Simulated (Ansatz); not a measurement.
**Cu: pressure against volume**

Cu, Fm-3m, a = 3.577 Å. Ansatz: r2SCAN, PAW, 500 eV, Γ-centred 20×20×20 mesh on 1 atom, Gaussian smearing 0.10 eV; no spin polarisation. Symmetry fixes shape and atoms, so the cell is only scaled; pressure is positive in compression.

| V (Å³/atom) | P (GPa) |
| --- | --- |
| 10.068 | 28.70 |
| 10.411 | 19.45 |
| 10.754 | 11.75 |
| 11.097 | 5.32 |
| 11.441 | -0.03 |
| 11.784 | ? |
| 12.127 | -8.20 |
| 12.585 | -12.18 |

Question: Take V0 = 11.441 Å³/atom, count pressures from its P0 = -0.03 GPa, fit the third-order Birch–Murnaghan form to the other rows, and predict the missing pressure.

Answer: With the Eulerian strain f = ½[(V0/V)^(2/3) − 1] and y = (P − P0)/[3f(1 + 2f)^(5/2)], the form is the line y = B0 + 1.5 B0 (B0′ − 4) f. Rows (f, y): 0.04448, 174.0; 0.03246, 170.9; 0.02107, 168.1; 0.01028, 164.9; -0.01904, 157.6; -0.03078, 154.2. Means f = 0.009745, y = 164.95; Σ(Δf)² = 0.004322, ΣΔfΔy = 1.132; the slope is their ratio. y = 162.4 + 262.0 f GPa, so B0 = 162.4 GPa and B0′ = 4 + 2 × (262.0)/(3 × 162.4) = 5.08. At V = 11.784, f = -0.00975, y = 159.85 and P = -4.48 GPa. The run gave -4.49 GPa, so the fit is 0.01 GPa too high, within twice the rms miss on the fitted rows (0.009 GPa).